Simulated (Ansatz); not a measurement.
# MnSi (Pm-3m) in Ansatz: reference runs

How does MnSi come out in PBE? The cell is run as given and disturbed.

Program: Ansatz 0.2.0. These are calculated values, not measurements. Logs are shortened: lines on timing, memory, paths and dates and some standing lists are left out, and cuts for length are marked.

### 1 The crystal as given

The structure is cubic, space group Pm-3m (No. 221). The conventional cell has a = 3.072 Å, b = 3.072 Å, c = 3.072 Å, α = 90.00°, β = 90.00°, γ = 90.00°. Mn (site symmetry m-3m) has 8 Si at 2.66 Å as nearest neighbours. Si (site symmetry m-3m) is surrounded by 8 Mn at 2.66 Å.

The cell was built by a generator and needn't be a form met in nature.

### 2 Single point, PBE, collinear spin, ferromagnetic start

Contents of input.yaml:

```yaml
crystal:
  lattice:
    - [3.07218072, 0.0, 0.0]
    - [0.0, 3.07218072, 0.0]
    - [0.0, 0.0, 3.07218072]
  atoms:
    - { symbol: Mn, position: [0.0, 0.0, 0.0], spin: 4.0 }
    - { symbol: Si, position: [0.5, 0.5, 0.5] }
kpoints:
  mp_grid: { grid: [9, 9, 9] }
scf:
  occupations: { method: fermi_dirac, width: 0.05 }
hamiltonian:
  xc: pbe
  pseudopotentials: { kind: all_electron, lapw: { basis_error: 0.001 } }
magnetization:
  spin_polarized: true
output:
  forces: true
  stress: true
  eigenvalues: true
  populations: true
```

Potentials or basis: all-electron LAPW, scalar-relativistic.

On the command line:

```console
> ansatz run input.yaml --threads 2 --pin off --max-ram 6144MiB --backend cpu --events-out ev --progress --plain --runs-dir out
```

The log of the run:

```text
Warning: RAYON_NUM_THREADS=2 ignored (pool sized by the plan → 2); use --threads N
Mn: projections on atomic orbitals take those of the free atom 1s2 2s2 2p6 3s2 3p6 3d5 4s2, of charge +0.00 (hamiltonian.pseudopotentials.projection_atoms)
Si: projections on atomic orbitals take those of the free atom 1s2 2s2 2p6 3s2 3p2, of charge +0.00 (hamiltonian.pseudopotentials.projection_atoms)
LAPW: plane waves up to 7.370 Å⁻¹, error target 1.0e-3 eV per atom; small_component_spin mean_spin; Si in spheres of 1.198 Å, 12 of its electrons in bands, Dirac shells []; Mn in spheres of 1.463 Å, 15 of its electrons in bands, Dirac shells [] (how accurate: hamiltonian.pseudopotentials.lapw.basis_error, Limitations)
Engine: ansatz 0.2.0, aarch64-unknown-linux-gnu
Pseudopotentials: kind: all_electron
Pseudopotential: Mn, LAPW, valence charge 15, lapw/all_electron/scalar/gaussian/Mn, Koelling and Harmon's equation, gaussian nucleus
Pseudopotential: Si, LAPW, valence charge 12, lapw/all_electron/scalar/gaussian/Si, Koelling and Harmon's equation, gaussian nucleus
Functional definition: PBE
  parameter kappa = 0.804
  parameter beta = 0.06672455060314922
  exchange = pbe_x(kappa = kappa, mu = beta*pi^2/3)
  correlation = pbe_c(beta = beta)
Crystal: 2 atoms, lattice volume = 28.996 Å³
Basis set: ecut = 206.9403816492729 eV, 179 PW (Γ), exchange–correlation at level 2
Bands: 20, of which v1, the nominal top of the filled ones, is band 14 counted from 1 (13 counted from 0)
Symmetry: 48 space group operations
Space group: Pm-3m (ITA 221), of the structure as read, at distance tolerance 3.1e-5 Å
Magnetic group: BNS 221.92 (UNI 1594), of the structure as read, at distance tolerance 3.1e-5 Å
k-points: 35 of 729
Non-local potential: Mn, projectors of the file, none
Non-local potential: Si, projectors of the file, none
Initial density: superposition of atomic densities (chi_scale 0.1, normalization cell)
Starting moments: Σ|m| = 4 μB on 1 of 2 sites
Initial wavefunctions: plane waves of lowest kinetic energy (no species holds an atomic orbital)
Functional: x = pbe(κ = 0.804, μ = 0.2195149727645171), c = pbe(β = 0.06672455060314922)
iter 1 solved again at ethr=6.44e-4 eV; its pass at ethr=1.00e-1 eV (dr2=1.74e-1 eV) is discarded
SCF iter   1: F=—  HF=-39420.283876 eV  |F-HF|=—  |Δ(HF+E_count)|=         —  Δρ=3.14e-2 (↑2.55e-2 ↓3.14e-2)  dr2=1.74e-1  dr2_m=1.93e-1  M=2.679 μB ∫|m|=2.977 μB  β_m=0.30  ethr=6.44e-4  ⟨swp⟩=2.6  Hψ=9320  notcnv=0
Mixer restart at iter 1: flushing history
preconditioner: auto → none  [metal: Δε(μ)=0.090 eV  Ē_g=8.487 eV  σ=0.050 eV  W_gap=0.36  n_scr=6 (ndim 8)  ℏωp=22.9 eV  f_vac=0.000  D(μ)=2.41/eV (n_scr^D=26)  sad-step TF]
SCF iter   2: F=—  HF=-39420.261527 eV  |F-HF|=—  |Δ(HF+E_count)|=   2.23e-2  Δρ=2.34e-2 (↑1.99e-2 ↓2.34e-2)  dr2=7.96e-2  dr2_m=1.14e-1  M=2.596 μB ∫|m|=2.911 μB  β_m=0.65  ethr=6.43e-4  ⟨swp⟩=2.0  Hψ=4089  notcnv=0
SCF iter   3: F=—  HF=-39420.407408 eV  |F-HF|=—  |Δ(HF+E_count)|=         —  Δρ=1.30e-2 (↑1.30e-2 ↓6.67e-3)  dr2=1.77e-1  dr2_m=5.26e-3  M=2.546 μB ∫|m|=2.942 μB  β_m=0.65  ethr=2.95e-4  ⟨swp⟩=3.0  Hψ=4284  notcnv=0
Mixer restart at iter 3: flushing history
SCF iter   4: F=—  HF=-39421.045036 eV  |F-HF|=—  |Δ(HF+E_count)|=   6.38e-1  Δρ=4.57e-2 (↑4.57e-2 ↓2.40e-2)  dr2=5.02e-1  dr2_m=2.83e-1  M=1.182 μB ∫|m|=1.583 μB  β_m=0.30  ethr=2.95e-4  ⟨swp⟩=3.1  Hψ=4885  notcnv=0  recentre
iter 5 solved again at ethr=1.98e-5 eV; its pass at ethr=2.95e-4 eV (dr2=5.35e-3 eV) is discarded
SCF iter   5: F=—  HF=-39420.195354 eV  |F-HF|=—  |Δ(HF+E_count)|=   8.50e-1  Δρ=5.41e-3 (↑5.41e-3 ↓3.37e-3)  dr2=5.36e-3  dr2_m=4.72e-3  M=2.511 μB ∫|m|=2.877 μB  β_m=0.31  ethr=1.98e-5  ⟨swp⟩=2.0  Hψ=7283  notcnv=0
SCF iter   6: F=—  HF=-39420.184775 eV  |F-HF|=—  |Δ(HF+E_count)|=         —  Δρ=3.06e-3 (↑3.06e-3 ↓2.90e-3)  dr2=8.86e-5  dr2_m=2.35e-3  M=2.485 μB ∫|m|=2.848 μB  β_m=0.53  ethr=1.98e-5  ⟨swp⟩=2.0  Hψ=3683  notcnv=0
the basis was enlarged: its passes take 435.0 KiB over the memory plan, 2 of 2 planned eigensolver slots
SCF iter   7: F=—  HF=-39420.183579 eV  |F-HF|=—  |Δ(HF+E_count)|=   1.20e-3  Δρ=1.61e-3 (↑1.60e-3 ↓1.61e-3)  dr2=4.59e-6  dr2_m=6.81e-4  M=2.499 μB ∫|m|=2.862 μB  β_m=0.56  ethr=3.28e-7  ⟨swp⟩=2.8  Hψ=3867  notcnv=0
SCF iter   8: F=—  HF=-39420.183225 eV  |F-HF|=—  |Δ(HF+E_count)|=   3.55e-4  Δρ=7.08e-4 (↑7.08e-4 ↓7.08e-4)  dr2=1.01e-6  dr2_m=1.33e-4  M=2.510 μB ∫|m|=2.873 μB  β_m=0.78  ethr=1.70e-8  ⟨swp⟩=3.0  Hψ=4089  notcnv=0
SCF iter   9: F=—  HF=-39420.183206 eV  |F-HF|=—  |Δ(HF+E_count)|=   1.88e-5  Δρ=5.85e-4 (↑5.85e-4 ↓5.67e-4)  dr2=3.79e-7  dr2_m=8.79e-5  M=2.512 μB ∫|m|=2.876 μB  β_m=0.89  ethr=3.72e-9  ⟨swp⟩=3.0  Hψ=4037  notcnv=0
SCF iter  10: F=—  HF=-39420.183164 eV  |F-HF|=—  |Δ(HF+E_count)|=   4.21e-5  Δρ=3.75e-4 (↑3.75e-4 ↓3.60e-4)  dr2=2.25e-7  dr2_m=3.58e-5  M=2.515 μB ∫|m|=2.878 μB  β_m=0.81  ethr=1.40e-9  ⟨swp⟩=3.0  Hψ=4086  notcnv=0
SCF iter  11: F=—  HF=-39420.183145 eV  |F-HF|=—  |Δ(HF+E_count)|=   1.86e-5  Δρ=2.30e-4 (↑2.30e-4 ↓2.20e-4)  dr2=9.04e-8  dr2_m=1.35e-5  M=2.516 μB ∫|m|=2.879 μB  β_m=0.56  ethr=8.32e-10  ⟨swp⟩=3.0  Hψ=3977  notcnv=0
SCF iter  12: F=—  HF=-39420.183135 eV  |F-HF|=—  |Δ(HF+E_count)|=   1.07e-5  Δρ=3.64e-6 (↑3.64e-6 ↓3.49e-6)  dr2=4.80e-10  dr2_m=3.25e-9  M=2.518 μB ∫|m|=2.882 μB  β_m=0.78  ethr=3.35e-10  ⟨swp⟩=3.2  Hψ=4092  notcnv=0
SCF iter  13: F=—  HF=-39420.183135 eV  |F-HF|=—  |Δ(HF+E_count)|=   2.67e-8  Δρ=1.58e-6 (↑1.31e-6 ↓1.58e-6)  dr2=1.68e-10  dr2_m=5.34e-10  M=2.518 μB ∫|m|=2.882 μB  β_m=0.89  ethr=1.78e-12  ⟨swp⟩=3.0  Hψ=4103  notcnv=0
SCF iter  14: F=-39420.183135 eV  HF=-39420.183135 eV  |F-HF|=2.42e-8  |Δ(HF+E_count)|=   4.64e-9  Δρ=1.59e-6 (↑1.59e-6 ↓1.15e-6)  dr2=3.63e-9  dr2_m=2.50e-11  M=2.518 μB ∫|m|=2.882 μB  ethr=1.67e-12 (applied; sched 1.00e-12)  ⟨swp⟩=3.0  Hψ=4045  notcnv=0
SCF 1 converged in 14 iterations: F = -39420.183135 eV  dr2 = 3.63e-9
Initial density: read from a saved state, or passed on in memory by an earlier SCF of this step, an earlier step, the calling program or the single point that the run made first
Starting moments: Σ|m| = 4 μB on 1 of 2 sites; this step starts from the density that it was given
Initial wavefunctions: those read from a saved state, or passed on in memory by an earlier step or the calling program
iter 1 solved again at ethr=1.36e-11 eV; its pass at ethr=3.70e-6 eV (dr2=3.66e-9 eV) is discarded
SCF iter   1: F=—  HF=-39420.183135 eV  |F-HF|=—  |Δ(HF+E_count)|=         —  Δρ=1.59e-6 (↑1.59e-6 ↓1.15e-6)  dr2=3.65e-9  dr2_m=2.50e-11  M=2.518 μB ∫|m|=2.882 μB  ethr=1.36e-11  ⟨swp⟩=4.0  Hψ=7558  notcnv=0
the basis was enlarged: its passes take 435.0 KiB over the memory plan, 2 of 2 planned eigensolver slots
preconditioner: auto → none  [metal: Δε(μ)=0.028 eV  Ē_g=8.418 eV  σ=0.050 eV  W_gap=0.14  n_scr=6 (ndim 8)  ℏωp=22.9 eV  f_vac=0.000  D(μ)=2.16/eV (n_scr^D=26)]
SCF iter   2: F=—  HF=-39420.657131 eV  |F-HF|=—  |Δ(HF+E_count)|=   4.74e-1  Δρ=1.72e-2 (↑1.72e-2 ↓1.63e-2)  dr2=5.48e-1  dr2_m=2.51e-4  M=0.977 μB ∫|m|=1.250 μB  ethr=3.70e-6  ⟨swp⟩=3.8  Hψ=4913  notcnv=0
SCF iter   3: F=—  HF=-39420.188873 eV  |F-HF|=—  |Δ(HF+E_count)|=   4.68e-1  Δρ=1.49e-3 (↑5.80e-4 ↓1.49e-3)  dr2=1.84e-3  dr2_m=8.85e-5  M=0.994 μB ∫|m|=1.300 μB  ethr=3.70e-6  ⟨swp⟩=3.8  Hψ=4826  notcnv=0
iter 4 solved again at ethr=6.21e-9 eV; its pass at ethr=3.70e-6 eV (dr2=1.68e-6 eV) is discarded
SCF iter   4: F=—  HF=-39420.187987 eV  |F-HF|=—  |Δ(HF+E_count)|=   8.85e-4  Δρ=3.37e-5 (↑3.37e-5 ↓2.49e-5)  dr2=1.68e-6  dr2_m=2.41e-8  M=0.977 μB ∫|m|=1.259 μB  ethr=6.21e-9  ⟨swp⟩=2.7  Hψ=6551  notcnv=0
SCF iter   5: F=-39420.187987 eV  HF=-39420.187987 eV  |F-HF|=4.54e-9  |Δ(HF+E_count)|=   4.11e-7  Δρ=2.15e-6 (↑2.15e-6 ↓1.11e-6)  dr2=3.19e-9  dr2_m=2.58e-10  M=0.977 μB ∫|m|=1.259 μB  ethr=1.75e-8  ⟨swp⟩=2.0  Hψ=3692  notcnv=0
this SCF's setup event announced max_iter 8: a cap that the engine derives, which gives way to 186 iterations because this look along open shells stands lower than the state that it set out from. From here on the SCF can send more iterations than it announced.
iter 6 did not close the SCF: its close was put off for a basis of augmented plane waves that was refined there (scf_convergence_deferred on its scf_iter line)
SCF iter   6: F=-39420.187987 eV  HF=-39420.187987 eV  |F-HF|=5.91e-9  |Δ(HF+E_count)|=   2.16e-9  Δρ=2.21e-6 (↑2.21e-6 ↓1.16e-6)  dr2=3.55e-9  dr2_m=2.66e-10  M=0.977 μB ∫|m|=1.259 μB  ethr=1.18e-11  ⟨swp⟩=3.8  Hψ=4846  notcnv=0
SCF iter   7: F=—  HF=-39420.188506 eV  |F-HF|=—  |Δ(HF+E_count)|=         —  Δρ=1.37e-6 (↑1.14e-6 ↓1.37e-6)  dr2=1.77e-9  dr2_m=1.79e-10  M=0.977 μB ∫|m|=1.259 μB  ethr=4.50e-11  ⟨swp⟩=2.0  Hψ=3694  notcnv=0
the basis was enlarged: its passes take 1.6 MiB over the memory plan, 2 of 2 planned eigensolver slots
SCF iter   8: F=—  HF=-39420.188518 eV  |F-HF|=—  |Δ(HF+E_count)|=   1.18e-5  Δρ=7.48e-6 (↑5.68e-6 ↓7.48e-6)  dr2=8.18e-8  dr2_m=7.49e-10  M=0.976 μB ∫|m|=1.258 μB  ethr=2.34e-8  ⟨swp⟩=2.0  Hψ=3692  notcnv=0
SCF iter   9: F=-39420.188518 eV  HF=-39420.188518 eV  |F-HF|=2.05e-8  |Δ(HF+E_count)|=   6.41e-8  Δρ=1.56e-6 (↑1.31e-6 ↓1.56e-6)  dr2=3.85e-9  dr2_m=2.45e-11  M=0.976 μB ∫|m|=1.258 μB  ethr=2.21e-9  ⟨swp⟩=2.0  Hψ=3692  notcnv=0
SCF iter  10: F=-39420.188518 eV  HF=-39420.188518 eV  |F-HF|=2.25e-8  |Δ(HF+E_count)|=  7.28e-11  Δρ=1.59e-6 (↑1.37e-6 ↓1.59e-6)  dr2=4.05e-9  dr2_m=2.62e-11  M=0.976 μB ∫|m|=1.258 μB  ethr=1.43e-11  ⟨swp⟩=3.1  Hψ=4132  notcnv=0
SCF 2 converged in 10 iterations: F = -39420.188518 eV  dr2 = 4.05e-9
iter 1 solved again at ethr=1.54e-11 eV; its pass at ethr=1.00e-1 eV (dr2=4.15e-9 eV) is discarded
SCF iter   1: F=—  HF=-39420.188518 eV  |F-HF|=—  |Δ(HF+E_count)|=         —  Δρ=1.59e-6 (↑1.36e-6 ↓1.59e-6)  dr2=4.05e-9  dr2_m=2.62e-11  M=0.976 μB ∫|m|=1.258 μB  β_m=0.30  ethr=1.54e-11  ⟨swp⟩=7.3  Hψ=8481  notcnv=0  reapply=5
the basis was enlarged: its passes take 1.6 MiB over the memory plan, 2 of 2 planned eigensolver slots
preconditioner: auto → none  [metal: Δε(μ)=0.048 eV  Ē_g=8.184 eV  σ=0.050 eV  W_gap=0.24  n_scr=6 (ndim 8)  ℏωp=22.9 eV  f_vac=0.000  D(μ)=2.28/eV (n_scr^D=26)]
SCF iter   2: F=-39420.188518 eV  HF=-39420.188518 eV  |F-HF|=5.97e-8  |Δ(HF+E_count)|=   4.58e-9  Δρ=2.35e-6 (↑2.22e-6 ↓2.35e-6)  dr2=1.03e-8  dr2_m=3.94e-11  M=0.976 μB ∫|m|=1.258 μB  ethr=1.50e-11  ⟨swp⟩=2.6  Hψ=3752  notcnv=0
SCF 3 converged in 2 iterations: F = -39420.188518 eV  dr2 = 1.03e-8
iter 1 solved again at ethr=3.81e-11 eV; its pass at ethr=3.70e-6 eV (dr2=1.03e-8 eV) is discarded
SCF iter   1: F=—  HF=-39420.188518 eV  |F-HF|=—  |Δ(HF+E_count)|=         —  Δρ=2.35e-6 (↑2.22e-6 ↓2.35e-6)  dr2=1.03e-8  dr2_m=3.94e-11  M=0.976 μB ∫|m|=1.258 μB  ethr=3.81e-11  ⟨swp⟩=2.5  Hψ=7251  notcnv=0
the basis was enlarged: its passes take 1.6 MiB over the memory plan, 2 of 2 planned eigensolver slots
SCF iter   2: F=—  HF=-39420.451127 eV  |F-HF|=—  |Δ(HF+E_count)|=   2.63e-1  Δρ=1.55e-2 (↑1.55e-2 ↓1.01e-2)  dr2=2.87e-1  dr2_m=6.40e-3  M=2.341 μB ∫|m|=2.734 μB  ethr=3.70e-6  ⟨swp⟩=3.9  Hψ=4953  notcnv=0
SCF iter   3: F=—  HF=-39420.186888 eV  |F-HF|=—  |Δ(HF+E_count)|=   2.64e-1  Δρ=1.97e-3 (↑1.97e-3 ↓1.52e-3)  dr2=5.22e-3  dr2_m=8.49e-5  M=2.529 μB ∫|m|=2.889 μB  ethr=3.70e-6  ⟨swp⟩=3.7  Hψ=4675  notcnv=0
iter 4 solved again at ethr=1.11e-7 eV; its pass at ethr=3.70e-6 eV (dr2=3.01e-5 eV) is discarded
SCF iter   4: F=—  HF=-39420.183201 eV  |F-HF|=—  |Δ(HF+E_count)|=   3.69e-3  Δρ=1.74e-4 (↑1.74e-4 ↓9.71e-5)  dr2=3.01e-5  dr2_m=8.79e-7  M=2.517 μB ∫|m|=2.881 μB  ethr=1.11e-7  ⟨swp⟩=2.0  Hψ=6469  notcnv=0
an SCF towards Hund's moment on open shells that bore less, with the run's symmetry operations kept, reached no lower state that the run goes on to. This is no proof of a minimum
SCF converged after 2 iterations
Magnetization: 0.9759 μB (13.9880 up, 13.0120 down)
Absolute magnetization: 1.2582 μB (∫|ρ↑−ρ↓|)
Spin contamination: 0.0402 ħ² per cell (⟨S²⟩ above its minimum at these occupations)
Per-site moments (μB) at R_I (Å): [(1.1166429538297535, 1.4625965460776562), (-0.09948166227610145, 1.1979899628132826)]
Free energy (F): -39420.188518 eV
Harris-Foulkes:  -39420.188518 eV  (|F-HF|=5.97e-8)
Internal energy: -39420.169571 eV  (E = F + TS)
E sigma→0 (E₀):  -39420.179044 eV
Entropy (-TS):   -0.018947 eV (-9.474 meV/atom)
Fermi energy:    13.369557 eV
--- Per-component energies (eV) ---
  E_band       = -931.359192
  E_kinetic    = 39825.570708
  E_xc         = -1989.327253
  E_electrostatic = -77256.413026  (all electrons and nuclei)
  E_smearing   = -0.018947  (= −TS)
  E_closure    = 0.000000  (closes the sum)
  E_atoms      = -39405.593203  (free atoms, spherical and without spin; not in F)
  Σ components = -39420.188518   (vs F -39420.188518, Δ=0.00e0)
  Basis errors (estimates in eV, not in F): energy 3.0e-4 per atom: plane waves 2.6e-4 (1.3e-4 summed), levels above the bands 2.0e-78, relativity 4.5e-9, radial functions 3.9e-5, core shells 2.7e-9; eigenvalues (radial functions only) 2.1e-6; not estimated: angular momenta, meshes, grids; target (lapw.basis_error) 1.0e-3; muffin-tin radii Si 1.198 Å, Mn 1.463 Å
--- Forces (eV/Å), atoms counted from 1 ---
  atom   1  Mn    -0.00000000     0.00000000     0.00000000
  atom   2  Si     0.00000000    -0.00000000     0.00000000
  max |Σ_I F_I| component: 3.04e-31 eV/Å
--- Stress (GPa, compression-positive) ---
      -30.644094       0.000000       0.000000
        0.000000     -30.644094       0.000000
        0.000000       0.000000     -30.644094
  P = ⅓ Tr σ = -30.6441 GPa (-306.441 kbar)
--- Band table (eV; the first three rows and the last of 70) ---
  k-point 0 ↑: bands = ["-121.2398", "-77.2901", "-77.2901", "-77.2901", "-66.1678", "-34.9011", "-34.9011", "-34.9011", "1.9147", "11.1002", "11.1002", "12.7696", "12.7696", "12.7696", "16.0112", "16.0112", "16.0112", "20.9952", "20.9952", "21.8642"]
  k-point 1 ↑: bands = ["-121.2398", "-77.2902", "-77.2901", "-77.2901", "-66.1675", "-34.9063", "-34.9007", "-34.9007", "2.1051", "10.9484", "11.1615", "12.5876", "12.5876", "12.7831", "15.0506", "16.3589", "16.3589", "20.9314", "21.4690", "22.9911"]
  k-point 2 ↑: bands = ["-121.2398", "-77.2904", "-77.2901", "-77.2901", "-66.1665", "-34.9195", "-34.8995", "-34.8995", "2.6657", "10.1661", "11.3230", "12.2177", "12.2177", "12.8175", "13.9684", "17.2291", "17.2291", "20.7542", "21.8179", "25.8166"]
  k-point 34 ↓: bands = ["-121.2640", "-77.3208", "-77.3208", "-77.3208", "-64.9790", "-33.7819", "-33.7818", "-33.7818", "8.5642", "9.5753", "9.5753", "11.2701", "14.1401", "14.1401", "14.7576", "15.7916", "15.7916", "17.8328", "17.8328", "18.2624"]
--- Löwdin populations: 2 sites ---
  site symbol       q [e]    m [muB]
     0     Mn     24.5533     1.1600
     1     Si     14.2464    -0.1839
  spilling = 0.005136 (of n_electrons = 39.000000)
```

Run time: 39 s. Hardware: 2 threads of Arm Neoverse V2, shared host; peak memory 0.4 GiB.

Results:

| Quantity | Value |
| --- | --- |
| Free energy | -39420.1885 eV |
| Pressure | -30.6 GPa |
| Band gap on the k mesh | none (metal or under the smearing width) |
| Net moment | 0.98 μB per cell |
| Absolute moment | 1.26 μB per cell |
| Site moments | Mn +1.12; Si -0.10 μB |
| Loewdin charges | Mn +0.45; Si -0.25 e |

Caveat: the atomic charges don't sum to the cell's charge; a pressure of tens of GPa on the cell as given is suspect, and the run, the potentials or the cell itself is likely at fault; the moment fell far below its start of 4 μB, so a state of higher moment may lie lower in energy.

### 3 Single point, PBE, collinear spin, ferromagnetic start (atoms moved at random, drawn with an rms of 0.05 Å)

Edit input.yaml of step 2 so:

```diff
@@ -6,4 +6,4 @@
   atoms:
-    - { symbol: Mn, position: [0.0, 0.0, 0.0], spin: 4.0 }
-    - { symbol: Si, position: [0.5, 0.5, 0.5] }
+    - { symbol: Mn, position: [-0.007397, 0.000749, 0.007781], spin: 4.0 }
+    - { symbol: Si, position: [0.482753, 0.492536, 0.49839] }
 kpoints:
```

Potentials or basis: all-electron LAPW, scalar-relativistic.

On the command line:

```console
> ansatz run input.yaml --threads 2 --pin off --max-ram 6144MiB --backend cpu --events-out ev --progress --plain --runs-dir out
```

Wall time 6.3 min (2 threads of Arm Neoverse V2, shared host); peak memory 1.6 GiB.

The run converged. Its results:

* Free energy: -39420.1876 eV
* Pressure: -30.6 GPa
* Largest force: 0.038 eV/Å
* Band gap on the k mesh: none (metal or under the smearing width)
* Net moment: 0.97 μB per cell
* Absolute moment: 1.26 μB per cell
* Site moments: Mn +1.11; Si -0.10 μB
* Loewdin charges: Mn +0.45; Si -0.25 e

Forces in eV/Å, atoms in the order of the input:
```
Mn  -0.024 -0.020 -0.023
Si   0.024  0.020  0.023
```

Stress tensor (GPa, compression positive):
```
-30.58   0.07   0.09
  0.07 -30.56   0.07
  0.09   0.07 -30.57
```

Levels at points of the mesh, in eV from the Fermi level:
Spin up:
| k point | band 10 | band 11 | band 12 | band 13 | band 14 | band 15 | band 16 | band 17 | band 18 | band 19 |
| --- | --- | --- | --- | --- | --- | --- | --- | --- | --- | --- |
| (0.00, 0.00, 0.00) | -2.27 | -2.27 | -0.60 | -0.60 | -0.60 | 2.65 | 2.65 | 2.65 | 7.62 | 7.63 |
Spin down:
```tsv
k point	band 11	band 12	band 13	band 14	band 15	band 16
(0.00, 0.00, 0.00)	-1.80	0.66	0.67	0.67	2.58	2.58
```

Caveat: the atomic charges don't sum to the cell's charge; the cell as given lies far from equilibrium; the moment fell far below its start of 4 μB, so a state of higher moment may lie lower in energy.
